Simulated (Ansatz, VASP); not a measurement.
**Two plane-wave programs on Ni**

```
CELL_PARAMETERS angstrom
2.56607 0.00000 0.00000
-1.28304 2.22228 0.00000
0.00000 0.00000 8.40751
ATOMIC_POSITIONS crystal
Ni 0.00000 0.00000 0.00000
Ni 0.00000 0.00000 0.50000
Ni 0.33333 0.66667 0.25000
Ni 0.66667 0.33333 0.75000
```

Alike in both runs: task single point; functional revPBE; k mesh 16 × 16 × 5; occupations fermi-dirac, width 0.1 eV; no spin polarisation.

|  | VASP | Ansatz |
| --- | --- | --- |
| version | VASP 6.6.1 | Ansatz 0.2.0 |
| potentials or method | VASP PAW PBE potentials, release 64 (Ni) | plane waves (420 eV) with PAW, scalar-relativistic |
| plane-wave cutoff (eV) | 520 | 420 |
| valence electrons in the cell | 40 | 72 |

```csv
,VASP,Ansatz,Ansatz less VASP
pressure (GPa),-11.4,-11.8,-0.41
largest component of the traceless stress (GPa),0.05,0.02,-0.029
```

The two sets of potentials don't hold the same shells in valence.

Caveats: the PAW data sets were made with another functional, which shifts forces and pressure a little (VASP); the run has no spin polarisation, though such a crystal can be magnetic. Spin polarisation is off, so any magnetic state and its effect on volume and gap are missing.
